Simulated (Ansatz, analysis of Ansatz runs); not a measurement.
# Migration in La2NCl3 (Ibam): V_Cl hop (3.0 Å), charge 0, part 4 of 4

How high is the barrier when Cl changes place in La2NCl3 (Ibam)? The case: V_Cl hop (3.0 Å), charge 0, in a cell of 48 host atoms with 1 Cl taken out.

Ansatz 0.2.0; plane-wave PAW DFT, PBEsol; nudged elastic band between two relaxed defect structures.

So far: Starting point; Relaxation of the start point, charge 0; Relaxation of the end point, charge 0; Nudged elastic band, charge 0.

## Step 4: Nudged elastic band, charge 0 (continued)

Track of the atom that was set to move:

| image | x (Å) | y (Å) | z (Å) | nearest neighbour | distance (Å) |
| --- | --- | --- | --- | --- | --- |
| 0 | 10.25 | 13.7 | 4.751 | La | 2.923 |
| 1 | 10.16 | 13.52 | 5.058 | La | 2.891 |
| 2 | 10.06 | 13.38 | 5.532 | La | 2.85 |
| 3 | 10.04 | 13.34 | 6.077 | La | 2.829 |
| 4 | 10.06 | 13.38 | 6.626 | La | 2.85 |
| 5 | 10.17 | 13.53 | 7.101 | La | 2.892 |
| 6 | 10.25 | 13.7 | 7.409 | La | 2.922 |

The band met its tolerance of 0.03 eV/Å after 8 iterations, with image 3 on top (the start counts as 0). Cl28, which moves farthest between the ends, has 4 La at 2.92 to 3.04 Å and 1 Cl at 3.23 Å nearest at the start and 2 La at 2.83 to 2.87 Å at the top.

## Step 5: Single point at the start point, HSE06

A whole band with exact exchange would cost too much, so three single points on the path found stand in. The start is shown; top and end are run alike.

This step: plane-wave PAW DFT, HSE06; single point of a defect supercell on a structure of the PBEsol path.

Input file q0_M1.start.hse06/input.yaml:

```yaml
crystal:
  lattice:
    - [0.0, 13.70049667, 6.06962975]
    - [6.82924235, 0.0, 6.06962975]
    - [6.82924235, 13.70049667, 0.0]
  atoms:
    - { symbol: La, position: [0.13637589, 0.86366619, 0.45819515] }
    - { symbol: La, position: [0.38297794, 0.11438933, 0.7132382] }
    - { symbol: La, position: [0.63577893, 0.3640993, 0.95853139] }
    - { symbol: La, position: [0.8893804, 0.61570727, 0.20436732] }
    - { symbol: La, position: [0.11528687, 0.38984678, 0.79093613] }
    - { symbol: La, position: [0.36325016, 0.63677205, 0.04218701] }
    - { symbol: La, position: [0.61394868, 0.8834966, 0.28977344] }
    - { symbol: La, position: [0.86372401, 0.13620903, 0.5420568] }
    - { symbol: La, position: [0.04032922, 0.96417801, 0.86341355] }
    - { symbol: La, position: [0.29198113, 0.20883139, 0.11378295] }
    - { symbol: La, position: [0.54160036, 0.45532824, 0.36461077] }
    - { symbol: La, position: [0.7921522, 0.70844388, 0.61329639] }
    - { symbol: La, position: [0.20816904, 0.29250793, 0.38642933] }
    - { symbol: La, position: [0.46369807, 0.54080662, 0.63249148] }
    - { symbol: La, position: [0.70833091, 0.79239228, 0.88586982] }
    - { symbol: La, position: [0.95485948, 0.0420235, 0.13883554] }
    - { symbol: "N", position: [0.12289698, 0.12798831, 0.87708523] }
    - { symbol: "N", position: [0.37481441, 0.37552315, 0.12519927] }
    - { symbol: "N", position: [0.62755846, 0.62337263, 0.37243319] }
    - { symbol: "N", position: [0.87510684, 0.87519059, 0.6248578] }
    - { symbol: "N", position: [0.12494013, 0.12537207, 0.37502797] }
    - { symbol: "N", position: [0.37522856, 0.37570016, 0.62467421] }
    - { symbol: "N", position: [0.62495339, 0.62534337, 0.87508093] }
    - { symbol: "N", position: [0.87527055, 0.87558358, 0.12479195] }
    - { symbol: Cl, position: [0.12502394, 0.62529992, 0.37508515] }
    - { symbol: Cl, position: [0.62499694, 0.12534962, 0.8750924] }
    - { symbol: Cl, position: [0.87530284, 0.37568254, 0.12476675] }
    - { symbol: Cl, position: [0.1410947, 0.6415998, 0.85888257] }
    - { symbol: Cl, position: [0.37479431, 0.87543262, 0.12504221] }
    - { symbol: Cl, position: [0.60938964, 0.10974149, 0.3906644] }
    - { symbol: Cl, position: [0.87496872, 0.3753923, 0.62503534] }
    - { symbol: Cl, position: [0.06041192, 0.44796438, 0.24361688] }
    - { symbol: Cl, position: [0.31070714, 0.69693243, 0.49494298] }
    - { symbol: Cl, position: [0.5581374, 0.94501869, 0.74615221] }
    - { symbol: Cl, position: [0.80666671, 0.20054062, 0.99800769] }
    - { symbol: Cl, position: [0.19650835, 0.8112162, -0.00208811] }
    - { symbol: Cl, position: [0.4444416, 0.05831275, 0.25119501] }
    - { symbol: Cl, position: [0.70020488, 0.30736984, 0.49529115] }
    - { symbol: Cl, position: [0.9474184, 0.56091749, 0.74860731] }
    - { symbol: Cl, position: [0.00045231, 0.9960682, 0.69523014] }
    - { symbol: Cl, position: [0.24479193, 0.24773005, 0.95064766] }
    - { symbol: Cl, position: [0.49816821, 0.49375659, 0.19780163] }
    - { symbol: Cl, position: [0.74763216, 0.74504481, 0.44679954] }
    - { symbol: Cl, position: [0.24443641, 0.24783813, 0.56117353] }
    - { symbol: Cl, position: [0.495926, 0.50124371, 0.80835666] }
    - { symbol: Cl, position: [0.74717408, 0.74522703, 0.0573551] }
    - { symbol: Cl, position: [0.99310184, -0.00138762, 0.31086437] }
basis:
  ecutwfc: 420
  xc_grid: 2
hamiltonian:
  xc: hse06
kpoints:
  mp_grid: { grid: [1, 1, 1] }
magnetization:
  spin_polarized: true
  initial_magnetization: 1
  spin_locking: { lock_magnetization: hard }
scf:
  occupations: { method: fixed }
  max_iter: 60
output:
  forces: true
  eigenvalues: true
checkpoint:
  write: "../q0_M1.start.hse06.run"
  compress: false
  write_wavefunctions: false
  write_every: 100000
```

The run is started by

```console
$ ansatz run input.yaml --threads 8 --pin off --max-ram 14131MiB --backend cpu --events-out ev --progress --plain --runs-dir out
```

Numbers of over 12 decimals in the logs are rounded to 6 here.

Output:

```text
[...]
exact exchange: scf.exx.singularity resolves to wigner_seitz, which cuts the screened interaction at the faces of the exchange supercell's Wigner-Seitz cell, so that each pair interacts once, at the shortest of its separations (the periodic images that this [...]
[...]
davidson cushion auto → on  (no smearing: the cushion is to keep the highest requested band from converging to the state above it; pin scf.eigensolver.cushion to override)
Crystal: 47 atoms, lattice volume = 1135.798 Å³
Basis set: ecut = 420 eV, 22167 PW (Γ), exchange–correlation on 216×128×216 points (8 copies of the dense FFT grid, shifted against one another)
Bands: 236, of which v1, the nominal top of the filled ones, is band 189 counted from 1 (188 counted from 0)
Symmetry: 1 space group operations
[...]
k-points: 1
[...]
Starting moments: Σ|m| = 1 μB on 47 of 47 sites
[...]
--- Forces (eV/Å), atoms counted from 1 ---
  atom   1  La     0.03917721    -0.07077426    -0.00115271
  atom   2  La    -0.09424710    -0.12628475    -0.07695055
  [... 2 atoms left out ...]
  atom   5  La    -0.04146828     0.10231032     0.00053875
  [... 3 atoms left out ...]
  atom   9  La    -0.09392211     0.13311500     0.07275457
  [... 4 atoms left out ...]
  atom  14  La     0.09067545    -0.13106088     0.07797106
  [... 2 atoms left out ...]
  atom  17  N      0.03013260    -0.00338912     0.00171316
  [... 1 atom left out ...]
  atom  19  N     -0.02997919    -0.00270356    -0.00377485
  [... 2 atoms left out ...]
  atom  22  N      0.00027550    -0.03418637    -0.00288153
  [... 1 atom left out ...]
  atom  24  N      0.00264183     0.02860178     0.00225713
  [... 3 atoms left out ...]
  atom  28  Cl    -0.00147027    -0.00000903    -0.02054177
  [... 4 atoms left out ...]
  atom  33  Cl     0.05296461    -0.06639855    -0.00773479
  [... 2 atoms left out ...]
  atom  36  Cl    -0.05396512     0.06432895    -0.00646944
  [... 11 atoms left out ...]
  max |Σ_I F_I| component: 1.68e-5 eV/Å
--- Band table (eV) ---
[...]
[key lines of the parts left out:]
Magnetization: 1.0000 μB (189.0000 up, 188.0000 down)
Free energy (F): -128094.447914 eV
Fermi energy:    9.094005 (↑ 9.094005, ↓ 6.234004) eV
```

Run time: 5 min. Hardware: 8 threads of Arm Neoverse V2, shared host; peak memory 3.7 GiB; 37 min of CPU time.

Read from the output:

| Property | Result |
| --- | --- |
| free energy | -128094.4479 eV |
| total moment | 1 μB |
| integral of the absolute spin density | 1.069 μB |
| spin contamination | 0.001318 |

## Step 6: Barrier from single points, HSE06

Analysis of the runs above: barrier from HSE06 single points on the PBEsol path.

It gives:

| Property | Result |
| --- | --- |
| barrier forward | 0.9515 eV |
| barrier backward | 0.9517 eV |
| end less start | -2.02e-4 eV |

This gives 0.951 eV against the band's 0.796 eV.

## Step 7: Saddle search from image 3

A minimum-mode search from an image of the band needs no end points, and checks the top by another method.

This step: plane-wave PAW DFT, PBEsol; minimum-mode saddle search in a defect supercell, started from an image of the band.

Input file q0_M1.saddle/input.yaml:

```yaml
crystal:
  lattice:
    - [0.0, 13.70049667, 6.06962975]
    - [6.82924235, 0.0, 6.06962975]
    - [6.82924235, 13.70049667, 0.0]
  atoms:
    - { symbol: La, position: [0.1362842, 0.86483284, 0.45712308] }
    - { symbol: La, position: [0.38152048, 0.11435207, 0.72042204] }
    - { symbol: La, position: [0.63537437, 0.36575664, 0.95821872] }
    - { symbol: La, position: [0.88691607, 0.61978373, 0.21506594] }
    - { symbol: La, position: [0.12657714, 0.39442649, 0.7800473] }
    - { symbol: La, position: [0.36277184, 0.63829303, 0.04272157] }
    - { symbol: La, position: [0.60691602, 0.87482438, 0.29975032] }
    - { symbol: La, position: [0.86445324, 0.13660184, 0.54017821] }
    - { symbol: La, position: [0.0216225, 0.97964057, 0.87471027] }
    - { symbol: La, position: [0.29154725, 0.20987952, 0.11370914] }
    - { symbol: La, position: [0.55134631, 0.450053, 0.36039929] }
    - { symbol: La, position: [0.7912122, 0.70955087, 0.61404549] }
    - { symbol: La, position: [0.20770113, 0.29271634, 0.38639597] }
    - { symbol: La, position: [0.47985131, 0.52143341, 0.63022934] }
    - { symbol: La, position: [0.70835991, 0.79336927, 0.88574713] }
    - { symbol: La, position: [0.95529932, 0.04606535, 0.1392016] }
    - { symbol: "N", position: [0.12200616, 0.13209685, 0.87736304] }
    - { symbol: "N", position: [0.37439728, 0.37653397, 0.1255372] }
    - { symbol: "N", position: [0.62979756, 0.62025613, 0.3736179] }
    - { symbol: "N", position: [0.87430452, 0.87637907, 0.62436365] }
    - { symbol: "N", position: [0.12468655, 0.12679839, 0.37396629] }
    - { symbol: "N", position: [0.38107183, 0.37147236, 0.62233061] }
    - { symbol: "N", position: [0.62453077, 0.62671323, 0.87538321] }
    - { symbol: "N", position: [0.86921357, 0.8792457, 0.13020276] }
    - { symbol: Cl, position: [0.12565409, 0.62508915, 0.37604275] }
    - { symbol: Cl, position: [0.62574978, 0.12539631, 0.87544395] }
    - { symbol: Cl, position: [0.89469668, 0.39820344, 0.10417797] }
    - { symbol: Cl, position: [0.25239364, 0.74889783, 0.72155495] }
    - { symbol: Cl, position: [0.37598047, 0.87544248, 0.1256542] }
    - { symbol: Cl, position: [0.6031881, 0.1066949, 0.39572182] }
    - { symbol: Cl, position: [0.8756712, 0.37534841, 0.62545007] }
    - { symbol: Cl, position: [0.05531488, 0.45102807, 0.25359867] }
    - { symbol: Cl, position: [0.32150704, 0.679159, 0.47242246] }
    - { symbol: Cl, position: [0.55020185, 0.9459352, 0.75869311] }
    - { symbol: Cl, position: [0.79093659, 0.20961755, 1.01481367] }
    - { symbol: Cl, position: [0.1950425, 0.8061916, -0.00492012] }
    - { symbol: Cl, position: [0.43793232, 0.05309772, 0.25920204] }
    - { symbol: Cl, position: [0.71487206, 0.28639616, 0.4749974] }
    - { symbol: Cl, position: [0.94759779, 0.56273515, 0.74951591] }
    - { symbol: Cl, position: [0.00078439, 1.00011881, 0.69250586] }
    - { symbol: Cl, position: [0.24062836, 0.26656159, 0.95050797] }
    - { symbol: Cl, position: [0.50581807, 0.49523012, 0.19196351] }
    - { symbol: Cl, position: [0.73454878, 0.76059641, 0.4565901] }
    - { symbol: Cl, position: [0.24173422, 0.24675821, 0.56306627] }
    - { symbol: Cl, position: [0.5075116, 0.4936067, 0.80456774] }
    - { symbol: Cl, position: [0.75413367, 0.75925802, 0.05067539] }
    - { symbol: Cl, position: [1.00667178, -0.00549235, 0.30049712] }
basis:
  ecutwfc: 420
  xc_grid: 2
hamiltonian:
  xc: pbesol
kpoints:
  mp_grid: { grid: [1, 1, 1] }
magnetization:
  spin_polarized: true
  initial_magnetization: 1
  spin_locking: { lock_magnetization: hard }
scf:
  occupations: { method: fixed }
  max_iter: 60
output:
  forces: true
saddle:
  mode_guess:
    - [-0.0001, 0.0, 0.0197]
    - [-0.0025, -0.0093, -0.0475]
[... 1 atom line left out ...]
    - [0.002, 0.0085, -0.0472]
    - [-0.0218, -0.0053, -0.0677]
[... 1 atom line left out ...]
    - [0.0219, 0.0052, -0.0674]
[... 1 atom line left out ...]
    - [-0.0003, 0.0001, -0.0784]
[... 4 atom lines left out ...]
    - [0.0002, -0.0004, -0.0319]
[... 2 atom lines left out ...]
    - [-0.0333, 0.0062, -0.023]
[... 1 atom line left out ...]
    - [0.0023, -0.0129, -0.0287]
[... 2 atom lines left out ...]
    - [-0.0024, 0.0127, -0.0287]
[... 1 atom line left out ...]
    - [0.0332, -0.0061, -0.023]
[... 3 atom lines left out ...]
    - [0.0003, 0.0005, 0.9757]
[... 4 atom lines left out ...]
    - [0.0005, 0.0004, -0.0228]
[... 2 atom lines left out ...]
    - [0.0001, 0.0001, 0.0]
[... 10 atom lines left out ...]
    - [0.0001, -0.0001, 0.0309]
  f_tol: 0.03
  max_steps: 40
  order_check: false
```

Output:

```text
[...]
Warning: saddle: disabling space-group detection — the unstable mode generally breaks the start geometry's symmetry, and a symmetrised force would hide it, so no spatial operation reduces the k-mesh or symmetrises the density; [...]
[...]
saddle search: every force call converges dr2 to 1.0e-10 eV
Crystal: 47 atoms, lattice volume = 1135.798 Å³
Basis set: ecut = 420 eV, 22167 PW (Γ), exchange–correlation on 216×128×216 points (8 copies of the dense FFT grid, shifted against one another)
Bands: 236, of which v1, the nominal top of the filled ones, is band 189 counted from 1 (188 counted from 0)
Symmetry: 1 space group operations
k-points: 1
[...]
Starting moments: Σ|m| = 1 μB on 47 of 47 sites
[...]
- { symbol: Cl, position: [0.894598, 0.398105, 0.104379] }
    - { symbol: Cl, position: [0.252449, 0.748820, 0.720975] }
    - { symbol: Cl, position: [0.375826, 0.875624, 0.125494] }
    - { symbol: Cl, position: [0.603191, 0.106688, 0.395833] }
    - { symbol: Cl, position: [0.875665, 0.375465, 0.625346] }
    - { symbol: Cl, position: [0.055012, 0.451252, 0.253928] }
[...]
- { symbol: Cl, position: [0.242324, 0.246378, 0.562852] }
    - { symbol: Cl, position: [0.507799, 0.493351, 0.804355] }
    - { symbol: Cl, position: [0.754583, 0.758665, 0.050598] }
    - { symbol: Cl, position: [1.006828, -0.005659, 0.300457] }
  unstable mode:
  mode_guess:
    - [-0.00000090, -0.00001800, -0.00252897]
    - [-0.00596958, -0.02302258, -0.09078397]
    - [0.00006740, 0.00001186, 0.00306244]
    - [0.00402209, 0.02101229, -0.08969181]
    - [-0.02550862, -0.00636635, -0.09550202]
[...]
- [-0.01188088, -0.00401071, 0.01150961]
    - [0.00021096, -0.00033005, 0.00903761]
    - [0.01160542, 0.00412876, 0.01144373]
    - [0.00034499, -0.00007736, 0.00980928]
[key lines of the parts left out:]
SCF converged after 10 iterations
Magnetization: 1.0000 μB (189.0000 up, 188.0000 down)
Free energy (F): -126109.326175 eV
Fermi energy:    9.641532 (↑ 9.641532, ↓ 6.753310) eV
```

The job ended after 3.6 min (8 threads; peak memory 2.1 GiB; 28 min of CPU time).

This step gave:

- free energy: -126109.3262 eV
- total moment: 1 μB
- integral of the absolute spin density: 1.145 μB
- spin contamination: 0.001324
- barrier forward: 0.7954 eV
- barrier of band: 0.7960 eV

This gives 0.795 eV against the band's 0.796 eV: both methods end at the same energy.

## Step 8: Results

```
barrier forward                         : 0.80 eV
barrier backward                        : 0.80 eV
end less start                          : 0.00 eV
hop length                              : 2.66 Å
band iterations, as the log counts them : 8
barrier from single points, HSE06       : 0.95 eV
saddle search from image 3              : 0.80 eV
```

What this shows: The top of the band lies 0.80 eV above the start and 0.80 eV above the end, which are alike in energy and neighbours. With an assumed prefactor of 1e13 per second it gives one hop a second along this one path at about 310 K; whether such hops link up through the crystal wasn't checked. At the top Cl28 stands 2.83 Å from its nearest La, 0.09 Å closer than at the start. Across functionals on this path (PBEsol 0.796 and HSE06 0.951 eV) the forward values spread by 0.155 eV. What this leaves open: sampling at the zone centre alone can move energies of charged and open-shell states by tenths of an eV or more in cells of this size; PBEsol makes the gap too small and tends to spread out bound carriers; spin–orbit coupling, which can matter with heavy atoms, is left out.

[Logs are printed without paths, hosts, clocks, repeated set-up lines and the standing remarks that a program may print on its own settings, such as how far it seeks lower states.]

[Hosts, paths, dates, database ids (printed as entryN), source tags and the programs' standing remarks are cut or masked in the printed files.]
